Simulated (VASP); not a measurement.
# Si2Mo (I4/mmm) in VASP: a series of runs

The runs below take Si2Mo through single point, with PBE.

Program: VASP 6.6.1. These are calculated values, not measurements. Logs are shortened: lines on timing, memory, paths and dates and some standing lists are left out, and cuts for length are marked.

## (1) The structure

Symmetry: I4/mmm, No. 139, tetragonal system. The conventional cell has a = 3.200 Å, b = 3.200 Å, c = 7.861 Å, α = 90.00°, β = 90.00°, γ = 90.00°. Around Si (site symmetry 4mm) lie 5 Si at 2.61 to 2.63 Å and 5 Mo at 2.62 Å. Mo (site symmetry 4/mmm) is surrounded by 10 Si at 2.62 Å.

## (2) Single point, PBE

INCAR reads:

```
SYSTEM = Si2Mo
PREC = Accurate
ENCUT = 520
EDIFF = 1E-6
ISMEAR = 0
SIGMA = 0.1
LREAL = .False.
LASPH = .True.
NELM = 100
ALGO = Normal
ISIF = 2
LWAVE = .False.
LCHARG = .True.
GGA = PE
LELF = .True.
LVHAR = .True.
NBANDS = 18
```

KPOINTS reads:

```
Automatic mesh
0
Gamma
  8 8 8
  0 0 0
```

POSCAR reads:

```
Si2Mo
1.0
   -1.6000000000      1.6000000000      3.9305000000
    1.6000000000     -1.6000000000      3.9305000000
    1.6000000000      1.6000000000     -3.9305000000
Si Mo
2 1
Direct
    0.3330000000      0.3330000000      0.0000000000
    0.6670000000      0.6670000000      0.0000000000
    0.0000000000      0.0000000000      0.0000000000
```

Potentials or basis: VASP PAW PBE potentials, release 64 (Si, Mo_sv).

On the command line:

```sh
cat potpaw_PBE.64/Si/POTCAR potpaw_PBE.64/Mo_sv/POTCAR > POTCAR
mpirun -np 1 vasp_std > vasp.out
```

OUTCAR:

```text
SYSTEM = Si2Mo
   PREC = Accurate
   ENCUT = 520
   EDIFF = 1E-6
   ISMEAR = 0
   LREAL = .False.
   LASPH = .True.
   NELM = 100
   ISIF = 2
   GGA = PE

 ion  position               nearest neighbor table
   1  0.333  0.333  0.000-   2 2.61   2 2.61   2 2.61   2 2.61   3 2.62   3 2.62   3 2.62   3 2.62
                             3 2.62   2 2.63
   2  0.667  0.667  0.000-   1 2.61   1 2.61   1 2.61   1 2.61   3 2.62   3 2.62   3 2.62   3 2.62
                             3 2.62   1 2.63
   3  0.000  0.000  0.000-   2 2.62   1 2.62   2 2.62   1 2.62   2 2.62   1 2.62   1 2.62   2 2.62
                             1 2.62   2 2.62

  LATTYP: Found a body centered tetragonal cell.
 ALAT       =     3.2000000000
 C/A-ratio  =     2.4565625000

  Lattice vectors:

 A1 = (  -1.6000000000,   1.6000000000,   3.9305000000)
 A2 = (   1.6000000000,  -1.6000000000,   3.9305000000)
 A3 = (   1.6000000000,   1.6000000000,  -3.9305000000)

Analysis of symmetry for initial positions (statically):
=====================================================================
 Subroutine PRICEL returns:
 Original cell was already a primitive cell.

 Routine SETGRP: Setting up the symmetry group for a
 body centered tetragonal supercell.

 Subroutine GETGRP returns: Found 16 space group operations
 (whereof 16 operations were pure point group operations)
 out of a pool of 16 trial point group operations.

The static configuration has the point symmetry D_4h.

Analysis of symmetry for dynamics (positions and initial velocities):
=====================================================================
 Subroutine PRICEL returns:
 Original cell was already a primitive cell.

 Routine SETGRP: Setting up the symmetry group for a
 body centered tetragonal supercell.

 Subroutine GETGRP returns: Found 16 space group operations
 (whereof 16 operations were pure point group operations)
 out of a pool of 16 trial point group operations.

The dynamic configuration has the point symmetry D_4h.

 Subroutine INISYM returns: Found 16 space group operations
 (whereof 16 operations are pure point group operations),
 and found     1 'primitive' translations

----------------------------------------------------------------------------------------

                                     Primitive cell

  volume of cell :      40.2483

  direct lattice vectors                    reciprocal lattice vectors
    -1.600000000  1.600000000  3.930500000     0.000000000  0.312500000  0.127210279
     1.600000000 -1.600000000  3.930500000     0.312500000  0.000000000  0.127210279
     1.600000000  1.600000000 -3.930500000     0.312500000  0.312500000  0.000000000

  length of vectors
     4.535287229  4.535287229  4.535287229     0.337399918  0.337399918  0.441941738

  position of ions in fractional coordinates (direct lattice)
     0.333000000  0.333000000  0.000000000
     0.667000000  0.667000000  0.000000000
     0.000000000  0.000000000  0.000000000

  ion indices of the primitive-cell ions
   primitive index   ion index
                 1           1
                 2           2
                 3           3

----------------------------------------------------------------------------------------

 KPOINTS: Automatic mesh

Automatic generation of k-mesh.
 Grid dimensions read from file:
 generate k-points for:    8    8    8

 Generating k-lattice:

  Cartesian coordinates                     Fractional coordinates (reciprocal lattice)
     0.000000000  0.039062500  0.015901285     0.125000000  0.000000000 -0.000000000
     0.039062500  0.000000000  0.015901285     0.000000000  0.125000000 -0.000000000
     0.039062500  0.039062500  0.000000000     0.000000000  0.000000000  0.125000000

  Length of vectors
     0.042174990  0.042174990  0.055242717

  Shift w.r.t. Gamma in fractional coordinates (k-lattice)
     0.000000000  0.000000000  0.000000000

 Subroutine IBZKPT returns following result:
 ===========================================

 Found     59 irreducible k-points:

 Following reciprocal coordinates:
            Coordinates               Weight
  0.000000  0.000000  0.000000      1.000000
  0.125000  0.000000  0.000000      8.000000
  0.250000  0.000000  0.000000      8.000000
  0.375000  0.000000 -0.000000      8.000000
  0.500000  0.000000  0.000000      4.000000
  0.125000  0.125000  0.000000      8.000000
[... 16 lines left out ...]
  0.250000  0.125000  0.125000     16.000000
  0.375000  0.125000  0.125000      8.000000
 [... further k-points ...]
   k-points           NKPTS =     59   k-points in BZ     NKDIM =     59   number of bands    NBANDS=     18
   number of dos      NEDOS =    301   number of ions     NIONS =      3
   total plane-waves  NPLWV =  46656
   dimension x,y,z NGX =    36 NGY =   36 NGZ =   36
   dimension x,y,z NGXF=    72 NGYF=   72 NGZF=   72
   ions per type =               2   1
   NGX,Y,Z   is equivalent  to a cutoff of  13.20, 13.20, 13.20 a.u.
   NGXF,Y,Z  is equivalent  to a cutoff of  26.39, 26.39, 26.39 a.u.
 SYSTEM =  Si2Mo
   PREC   = accura    normal or accurate (medium, high low for compatibility)
   ISTART =      0    job   : 0-new  1-cont  2-samecut
   ICHARG =      2    charge: 1-file 2-atom 10-const
   ISPIN  =      1    spin polarized calculation?
   LNONCOLLINEAR =      F non collinear calculations
   LSORBIT =      F    spin-orbit coupling
   LASPH  =      T    aspherical Exc in radial PAW
   ENCUT  =  520.0 eV  38.22 Ry    6.18 a.u.   8.43  8.43  8.43*2*pi/ulx,y,z
   NELM   =    100;   NELMIN=  2; NELMDL= -5     # of ELM steps
   EDIFF  = 0.1E-05   stopping-criterion for ELM
   LREAL  =      F    real-space projection
   EDIFFG = 0.1E-04   stopping-criterion for IOM
   NSW    =      0    number of steps for IOM
   IBRION =     -1    ionic relax: 0-MD 1-quasi-New 2-CG
   NFREE  =      0    steps in history (QN), initial steepest desc. (CG)
   ISIF   =      2    stress and relaxation
   ISYM   =      2    0-nonsym 1-usesym 2-fastsym
   POTIM  = 0.5000    time-step for ionic-motion
   TEBEG  =    0.0;   TEEND  =   0.0 temperature during run
   PSTRESS=    0.0 pullay stress
   NELECT =      22.0000    total number of electrons
   NUPDOWN=      -1.0000    fix difference up-down
   EMIN   =  10.00;   EMAX   =-10.00  energy-range for DOS
   EFERMI =   0.00;   METHOD = LEGACY
   ISMEAR =     0;   SIGMA  =   0.10  broadening in eV -4-tet -1-fermi 0-gaus
   EFERMI_NEDOS =   21; number of points for ismear=-14 and -15
   IALGO  =     38    algorithm
   IMIX   =      4    mixing-type and parameters
     AMIX     =   0.40;   BMIX     =  1.00
     AMIX_MAG =   1.60;   BMIX_MAG =  1.00
  volume/ion in A,a.u.               =      13.42        90.54
  Fermi-wavevector in a.u.,A,eV,Ry     =   1.338546  2.529484 24.377614  1.791704
  Thomas-Fermi vector in A             =   2.467007
   LORBIT       =      0    0 simple, 1 ext, 2 COOP (PROOUT), +10 PAW based schemes
   GGA     = PE    functional components
   LHFCALC =     F    Hartree Fock is set to
   AEXX    =    0.0000 exact exchange contribution
   IVDW    =     0    specifies the selected vdW correction
   LEPSILON=     F    determine dielectric tensor
   LRPA    =     F    only Hartree local field effects (RPA)
 non-spin polarized calculation
 Gauss-broadening in eV      SIGMA  =   0.10
  energy-cutoff  :      520.00
  volume of cell :       40.25
 maximum number of plane-waves:      1108
 NGX is ok and might be reduce to    36
   NGX = 17   NGY = 17   NGZ = 17

 number of electron      22.0000000 magnetization

 Free energy of the ion-electron system (eV)
  ---------------------------------------------------
  ext. energy  EPLUGINS =         0.00000000
  ---------------------------------------------------
  free energy    TOTEN  =       -23.25506248 eV

  energy without entropy =      -23.25418518  energy(sigma->0) =      -23.25462383

 E-fermi :  12.1861     XC(G=0): -12.4278

 val. band max:       12.0271997295   @ k =  -0.2500  -0.3750   0.2500
 cond. band min:      12.2286629449   @ k =  -0.3750   0.5000   0.3750
 fundamental gap:      0.2014632154
 Fermi energy:        12.1861412301

 k-point     1 :       0.0000    0.0000    0.0000
  band No.  band energies     occupation
      1     -48.4606      2.00000
      2     -22.6297      2.00000
      3     -22.5234      2.00000
      4     -22.5234      2.00000
      5      -1.1916      2.00000
      6       5.9316      2.00000
[... 10 lines left out ...]
     17      17.2933      0.00000
     18      17.2933      0.00000

 k-point     2 :       0.1250    0.0000    0.0000
  band No.  band energies     occupation
      1     -48.4579      2.00000
      2     -22.6268      2.00000
      3     -22.5615      2.00000
      4     -22.5199      2.00000
      5      -0.9098      2.00000
      6       5.9294      2.00000
[... 10 lines left out ...]
     17      17.6886      0.00000
     18      18.7121      0.00000

 k-point     3 :       0.2500    0.0000    0.0000
  band No.  band energies     occupation
      1     -48.4514      2.00000
      2     -22.6525      2.00000
      3     -22.6196      2.00000
      4     -22.5114      2.00000
      5      -0.0970      2.00000
      6       5.5322      2.00000
[... 10 lines left out ...]
     17      19.1666      0.00000
     18      21.2883      0.00000

 k-point     4 :       0.3750    0.0000   -0.0000
  band No.  band energies     occupation
      1     -48.4448      2.00000
      2     -22.7419      2.00000
      3     -22.6127      2.00000
      4     -22.5029      2.00000
      5       1.1535      2.00000
      6       4.2688      2.00000
[... 375 lines left out ...]
      4     -22.6065      2.00000
      5       0.7440      2.00000
      6       5.7908      2.00000
[... 10 lines left out ...]
     17      17.4688      0.00000
     18      20.6538      0.00000

 k-point    23 :       0.2500    0.1250    0.1250
  band No.  band energies     occupation
      1     -48.4360      2.00000
      2     -22.7233      2.00000
      3     -22.6249      2.00000
      4     -22.5989      2.00000
      5       1.8623      2.00000
      6       4.7302      2.00000
[... 10 lines left out ...]
     17      18.8189      0.00000
     18      20.3633      0.00000

 k-point    24 :       0.3750    0.1250    0.1250
  band No.  band energies     occupation
      1     -48.4333      2.00000
      2     -22.7588      2.00000
      3     -22.6203      2.00000
      4     -22.5958      2.00000
      5       3.0232      2.00000
      6       3.5088      2.00000
[... 10 lines left out ...]
     17      19.0300      0.00000
     18      20.6308      0.00000

 [... further k-points ...]
[... 5 lines left out ...]
  --------------------------------------------------------------------------------------
  -------------------------------------------------------------------------------------
  Total        0.7325182      0.7325182      0.3375125      0.0000000      0.0000000      0.0000000
  in kB       29.1595799     29.1595799     13.4354660      0.0000000      0.0000000      0.0000000
  external PRESSURE =      23.9182086 kB  Pullay stress =       0.0000000 kB

 VOLUME and BASIS-vectors are now :
 -----------------------------------------------------------------------------
  energy-cutoff  :      520.00
  volume of cell :       40.25
      direct lattice vectors                 reciprocal lattice vectors
    -1.600000000  1.600000000  3.930500000     0.000000000  0.312500000  0.127210279
     1.600000000 -1.600000000  3.930500000     0.312500000  0.000000000  0.127210279
     1.600000000  1.600000000 -3.930500000     0.312500000  0.312500000  0.000000000

 POSITION                                       TOTAL-FORCE (eV/Angst)
 -----------------------------------------------------------------------------------
      0.00000      0.00000      2.61771         0.000000      0.000000      0.313202
      0.00000      0.00000      5.24329        -0.000000     -0.000000     -0.313202
      0.00000      0.00000      0.00000         0.000000      0.000000     -0.000000
 -----------------------------------------------------------------------------------
    total drift:                                0.000000      0.000000     -0.000000

  FREE ENERGIE OF THE ION-ELECTRON SYSTEM (eV)
  ---------------------------------------------------
  free  energy   TOTEN  =       -23.2550624758 eV

  energy  without entropy=      -23.2541851767  energy(sigma->0) =      -23.25462383
```

Run time: 46 s. Hardware: 1 thread of Intel Xeon Platinum 8488C (Sapphire Rapids), shared host; peak memory 0.21 GiB.

What came out:

* Free energy: -23.2551 eV
* Pressure: 2.4 GPa
* Largest force: 0.313 eV/Å
* Band gap on the k mesh: none (metal or under the smearing width)

Forces on the atoms (eV/Å):
```
Si   0.000  0.000  0.313
Si   0.000  0.000 -0.313
Mo   0.000  0.000  0.000
```

(Continued in part 2 of 2.)
